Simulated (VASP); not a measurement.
Input of a VASP 6.6.1 run:

Contents of INCAR:

```
SYSTEM = VO2
ALGO = Normal
AMIX = 0.2
AMIX_MAG = 0.8
BMIX = 1E-4
BMIX_MAG = 1E-4
EDIFF = 1E-6
EDIFFG = -0.01
ENCUT = 600
GGA = PE
IBRION = 2
ISIF = 3
ISMEAR = 1
ISPIN = 2
KPAR = 2
LASPH = .TRUE.
LCHARG = .FALSE.
LMAXMIX = 4
LORBIT = 11
LREAL = .FALSE.
LWAVE = .FALSE.
MAGMOM = 1 -1 0 0 0 0
NELM = 150
NSW = 90
PREC = Accurate
SIGMA = 0.1
```

File KPOINTS:

```
k-points
0
G
  8 8 14
  0 0 0
```

File POSCAR:

```
VO2
1.0
    4.5300000000      0.0000000000      0.0000000000
    0.0000000000      4.5300000000      0.0000000000
    0.0000000000      0.0000000000      2.8690000000
V O
2 4
Direct
    0.0000000000      0.0000000000      0.0000000000
    0.5000000000      0.5000000000      0.5000000000
    0.3050000000      0.3050000000      0.0000000000
    0.1950000000      0.8050000000      0.5000000000
    0.6950000000      0.6950000000      0.0000000000
    0.8050000000      0.1950000000      0.5000000000
```

Potentials or basis: VASP PAW PBE potentials, release 64 (V_sv, O).

Run with:

```sh
$ cat potpaw_PBE.64/V_sv/POTCAR potpaw_PBE.64/O/POTCAR > POTCAR
$ mpirun -np 2 vasp_std > vasp.out
```

Task: Estimate the space group after relaxing (to 0.05 Å).

Result: P4_2/mnm (No. 136).

Task: Estimate the relaxed volume.

Result: 9.87 Å³/atom.

Task: What does it give for the band gap on the k mesh?

Result: None (metal or under the smearing width).

The path:
```tsv
step	energy change (eV)	largest force (eV/Å)	pressure (GPa)	volume (Å³)
1	0.0000	0.4998	3.81	58.87
2	-0.0352	0.0465	-5.11	60.88
3	-0.0429	0.1040	-2.58	60.27
4	-0.0685	0.0590	-0.58	59.60
5	-0.0729	0.0729	0.40	59.23
6	-0.0614	0.0140	3.15	58.49
7	-0.0732	0.0764	0.63	59.13
8	-0.0715	0.0446	1.90	58.81
9	-0.0735	0.0670	0.98	59.03
10	-0.0732	0.0718	-0.87	59.41
11	-0.0746	0.0017	0.11	59.21
12	-0.0746	0.0001	0.15	59.21
13	-0.0742	0.0360	-0.38	59.31
14	-0.0746	0.0011	0.07	59.22
15	-0.0746	0.0021	-0.02	59.24
```

Caveat: semilocal functionals often make such compounds metallic where correlation or magnetic order opens a gap, which also shifts bond lengths. Zero-point motion and thermal expansion aren't in these numbers.
